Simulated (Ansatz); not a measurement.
**HgTe: response to strain**

Aim: deform HgTe (equal xx and yy strain of -3 %) and compute stress, forces and field gradients with LAPW, PAW and all-electron datasets made for the crystal.

Computed with Ansatz 0.2.0 (DFT LDA, scalar-relativistic, unless a step's input says otherwise).

## Step 1: The structure to begin with

The structure is cubic, space group Fm-3m (No. 225). The conventional cell has a = 5.843 Å, b = 5.843 Å, c = 5.843 Å, α = 90.00°, β = 90.00°, γ = 90.00°. Around Hg (site symmetry m-3m) lie 6 Te at 2.92 Å. Te (site symmetry m-3m) has 6 Hg at 2.92 Å as nearest neighbours.

Structure file:

```xyz
2
Lattice="0.0000 2.9215 2.9215 2.9215 0.0000 2.9215 2.9215 2.9215 0.0000" Properties=species:S:1:pos:R:3 pbc="T T T"
Hg    0.0000    0.0000    0.0000
Te    2.9215    2.9215    2.9215
```

Atoms are numbered in the order of the input: Hg1, Te2.

## Step 2: The deformed structure

Space group Fm-3m before, I4/mmm after.

## Step 3: All-electron LAPW

Input file input.yaml:

```yaml
crystal:
  lattice:
    - [0.0, 2.833855, 2.9215]
    - [2.833855, 0.0, 2.9215]
    - [2.833855, 2.833855, 0.0]
  atoms:
    - { symbol: Hg, position: [0.0, 0.0, 0.0] }
    - { symbol: Te, position: [0.5, 0.5, 0.5] }
kpoints:
  mp_grid: { grid: [10, 10, 10] }
  band_path:
    path:
      - [0.0, 0.0, 0.0]
      - [0.0, 0.5, 0.5]
      - [0.25, 0.75, 0.5]
      - [0.0, 0.5, 0.0]
      - [0.0, 0.0, 0.0]
      - [0.5, 0.5, 0.0]
      - [0.3676125, 0.6323875, 0.0]
      - [-0.3676125, 0.3676125, 0.0]
      - [0.0, 0.0, 0.0]
    npoints: 5
scf:
  occupations: { method: fermi_dirac, width: 0.08 }
hamiltonian:
  xc: lda
  pseudopotentials: { kind: all_electron, lapw: { basis_error: 0.001 } }
output:
  forces: true
  stress: true
  eigenvalues: true
```

On the command line:

```bash
$ ansatz run input.yaml --threads 1 --pin off --max-ram 3072MiB --backend cpu --events-out ev --progress --plain --runs-dir out
```

## Step 4: Frozen-core PAW

Input file input.yaml:

```yaml
crystal:
  lattice:
    - [0.0, 2.833855, 2.9215]
    - [2.833855, 0.0, 2.9215]
    - [2.833855, 2.833855, 0.0]
  atoms:
    - { symbol: Hg, position: [0.0, 0.0, 0.0] }
    - { symbol: Te, position: [0.5, 0.5, 0.5] }
kpoints:
  mp_grid: { grid: [10, 10, 10] }
scf:
  occupations: { method: fermi_dirac, width: 0.08 }
hamiltonian:
  xc: lda
  pseudopotentials: { kind: paw }
output:
  forces: true
  stress: true
  eigenvalues: true
  efg: { contact_densities: true }
  write_density: true
  write_potential: true
  elf: true
  volumetric_format: npy
```

## Step 5: All-electron PAW on datasets made for the crystal

Edit input.yaml of step 4 so:

```diff
@@ -14,3 +14,3 @@
   xc: lda
-  pseudopotentials: { kind: paw }
+  pseudopotentials: { kind: all_electron, datasets: crystal }
 output:
@@ -20,5 +20 @@
   efg: { contact_densities: true }
-  write_density: true
-  write_potential: true
-  elf: true
-  volumetric_format: npy
```

(Steps that only read results are left out.)

**Question.** What will these runs give? Wanted: pressure; largest shear or deviatoric stress.

**Answer**, as computed:

| quantity | value |
| --- | --- |
| pressure | LAPW 10.18, PAW 10.15, crystal datasets 10.18 GPa |
| largest shear or deviatoric stress (LAPW) | 3.35 GPa |

**Reading.** The largest part of the stress beyond the pressure is 3.35 GPa in size, in the zz component; the atoms are carried along and not relaxed. No run of the undeformed cell stands beside it, so the pressure holds what the given cell had before the change. PAW: stress within 0.02 GPa of LAPW. Crystal datasets: stress within 0.01 GPa of LAPW. Spin-orbit coupling is left out, though the cell holds Hg; in elements this heavy it can shift bands and gaps by tenths of an eV.
